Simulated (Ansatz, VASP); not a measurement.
## One calculation of SnSe, two programs

```
Sn Se
1.0
     0.06020    3.04010    3.04010
     3.04010    0.06020    3.04010
     3.04010    3.04010    0.06020
Sn Se
1 1
Direct
  0.00000 0.00000 0.00000
  0.50000 0.50000 0.50000
```

Change from the starting cell: equal xy, yz and zx shear strains of +2 %.

Alike in both runs: task single point; functional PBE; k mesh 7 × 7 × 7; occupations fermi-dirac, width 0.01 eV; no spin polarisation.

|  | VASP | Ansatz |
| --- | --- | --- |
| version | VASP 6.6.1 | Ansatz 0.2.0 |
| potentials or method | VASP PAW PBE potentials, release 64 (Sn_d, Se), cutoff 520 eV | all-electron LAPW, scalar-relativistic |

|  | VASP | Ansatz | Ansatz less VASP |
| --- | --- | --- | --- |
| gap on the k mesh at the Fermi level (eV) | 0.60 | 0.60 | +0.001 |
| pressure (GPa) | 1.0 | 1.0 | +0.01 |
| largest component of the traceless stress (GPa) | 0.37 | 0.38 | 0.000 |

Ansatz ran all-electron here, so the differences hold the error of VASP's frozen core and of both bases.

Caveats: spin-orbit coupling is left out, which moves the levels of the heavy elements; an odd mesh through Γ misses points on the zone boundary, where band edges often lie.
